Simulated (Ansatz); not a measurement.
# Pressure against volume: ZrO₂

```cif
data_structure
_symmetry_space_group_name_H-M 'P4_2/nmc:1'
_symmetry_Int_Tables_number 137
_cell_length_a 3.5961
_cell_length_b 3.5961
_cell_length_c 5.1770
_cell_angle_alpha 90.000
_cell_angle_beta 90.000
_cell_angle_gamma 90.000
_cell_volume 66.95
loop_
_atom_site_label
_atom_site_type_symbol
_atom_site_symmetry_multiplicity
_atom_site_Wyckoff_symbol
_atom_site_fract_x
_atom_site_fract_y
_atom_site_fract_z
_atom_site_occupancy
Zr1 Zr 2 a 0.00000 0.00000 0.00000 1
O1 O 4 d 0.00000 0.50000 0.20300 1
```

The runs use the primitive cell with vectors (3.596, 0.000, 0.000), (0.000, 3.596, 0.000), (0.000, 0.000, 5.177) Å, to which the k mesh refers.

The structure is tetragonal, space group P4_2/nmc (No. 137). Conventional cell: a = 3.596 Å, b = 3.596 Å, c = 5.177 Å, α = 90.00°, β = 90.00°, γ = 90.00°. Zr (site symmetry -4m2) is surrounded by 8 O at 2.08 to 2.37 Å. Around O (site symmetry 2mm) lie 4 Zr at 2.08 to 2.37 Å.

The geometry is COD entry 2300612, unchecked; take it as a test cell.

Levels of theory: DFT, PBE, all-electron LAPW, scalar-relativistic (Ansatz 0.2.0); DFT, PBE, PAW with Ansatz's default frozen-core files, scalar-relativistic (Ansatz 0.2.0).

For LAPW: a Γ-centred 6×6×4 k mesh, Fermi–Dirac smearing of 0.01 eV, basis error target 0.5 meV/atom, no spin polarisation. PAW takes a cutoff of 420 eV at this cell. The Ansatz runs share mesh, smearing and spin set-up. Plane-wave (PAW) pressures include the program's estimate of the Pulay term.

The cell above is scaled evenly, with fractional coordinates and shape held.

Task: Estimate the equilibrium volume and bulk modulus that full-potential LAPW gives for this fixed shape.

Result: V0 = 11.40 Å³/atom, B0 = 230 GPa, B0′ = 4.2, from a third-order Birch–Murnaghan fit to these pressures:
```tsv
V/V(cell)	V (Å³/atom)	P, LAPW (GPa)	P, PAW (GPa)	gap on the k mesh, LAPW (eV)
0.9400	10.489	22.89	22.95	4.20
0.9600	10.712	16.40	16.45	4.14
0.9800	10.935	10.54	10.58	4.08
0.9900	11.047	7.82	7.86	4.06
1.0000	11.158	5.24	5.27	4.03
1.0100	11.270	2.79	2.82	4.00
1.0200	11.381	0.46	0.49	3.97
1.0400	11.604	-3.86	-3.83	3.90
1.0600	11.828	-7.76	-7.74	3.83
```

PAW's V0 lies 0.01 % from the all-electron value and its B0 0.1 %. With shape and internal coordinates held, B0 is an upper bound to the relaxed modulus.
